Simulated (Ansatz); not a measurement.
Crystal: Te.

```
CELL_PARAMETERS angstrom
2.30590 1.33131 1.69095
-2.30590 1.33131 1.69095
0.00000 -2.66263 1.69095
ATOMIC_POSITIONS crystal
Te 0.50000 0.50000 0.50000
```

This isn't the form of Te at room conditions, which is trigonal, of chains.

Base run:

- Program: Ansatz 0.2.0
- Functional: r2SCAN
- Potentials or basis: Ansatz PAW
- Cutoff: 500 eV
- Density cutoff: 2000 eV
- k mesh: 9 × 9 × 9
- Occupations: fermi-dirac, width 0.05 eV
- Spin: no spin polarisation

Its results: band gap on the k mesh none (metal or under the smearing width); pressure 2.1 GPa.

Q: After a change of settings the same cell gave: band gap on the k mesh none (metal or under the smearing width); pressure -1.1 GPa. Which change was it?
A. functional from r2SCAN to PBEsol; cutoff from 500 eV to 420 eV; density cutoff from 2000 eV to 1680 eV
B. functional from r2SCAN to LDA; cutoff from 500 eV to 420 eV; density cutoff from 2000 eV to 1680 eV
C. functional from r2SCAN to PBEsol; cutoff from 500 eV to 420 eV; density cutoff from 2000 eV to 1680 eV; spin from no spin polarisation to spin-orbit coupling, no magnetisation; potential files from those of the base run to others of the same set
D. functional from r2SCAN to PBEsol; cutoff from 500 eV to 420 eV; density cutoff from 2000 eV to 1680 eV; k mesh from 9 × 9 × 9 to 8 × 8 × 8

A: B.

Caveats: the PAW data sets come from PBE, with cores solved anew for the run's functional, which leaves a small shift of forces and pressure.

Not every run made on this cell is shown here.
